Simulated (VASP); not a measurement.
Ni, 1 atom in the cell. The structure is cubic, space group Im-3m (No. 229). Conventional cell: a = 2.794 Å, b = 2.794 Å, c = 2.794 Å, α = 90.00°, β = 90.00°, γ = 90.00°. Ni (site symmetry m-3m) is surrounded by 8 Ni at 2.42 Å. This isn't the form of Ni at room conditions, which is fcc.

* Program: VASP 6.6.1
* Task: relaxation of cell and atoms
* Functional: LDA
* Potentials or basis: VASP PAW LDA potentials, release 64 (Ni)
* Cutoff: 600 eV
* k mesh: 20 × 20 × 20
* Occupations: gaussian, width 0.1 eV
* Spin: collinear spin, ferromagnetic start
* Starting moments: [1.0] μB
* Further INCAR settings: ALGO = Normal; EDIFF = 1e-07; IBRION = 2; EDIFFG = -0.005; NSW = 90; ISIF = 3

Potentials or basis: VASP PAW LDA potentials, release 64 (Ni).

Run with:

```console
$ cat potpaw_LDA.64/Ni/POTCAR > POTCAR
$ mpirun -np 1 vasp_std > vasp.out
```

Hardware: 1 thread of Intel(R) Xeon(R) Platinum 8488C (Sapphire Rapids) (shared host).

Question: How long does it take, and how much memory?

Answer: Run time: 2.1 min on 1 thread of Intel(R) Xeon(R) Platinum 8488C (Sapphire Rapids), with other jobs on the host, peak memory 0.18 GiB. Counts: scf iterations 47, k points 256, ion steps 6.
